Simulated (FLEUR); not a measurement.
CdS (Greenockite):

```
CELL_PARAMETERS angstrom
4.15000 0.00000 0.00000
-2.07500 3.59401 0.00000
0.00000 0.00000 6.73700
ATOMIC_POSITIONS crystal
Cd 0.66667 0.33333 0.50000
Cd 0.33333 0.66667 0.00000
S 0.66667 0.33333 0.87500
S 0.33333 0.66667 0.37500
```

Base run:

| Item | Value |
| --- | --- |
| Program | FLEUR MaX-R8.1 (patched build s14) |
| Functional | revPBE |
| Potentials or basis | all-electron |
| Basis | FLAPW |
| Kmax | 4.21 1/bohr |
| k mesh | 7 × 7 × 4 |
| Occupations | fermi-dirac, width 0.05 eV |
| Spin | no spin polarisation |

Its results: band gap on the k mesh 1.34 eV, direct.

**Question.** The run is repeated on the same cell with these changes: functional from revPBE to LDA (Moruzzi-Janak-Williams). What comes out?

**Answer.** Band gap on the k mesh 0.90 eV, direct.
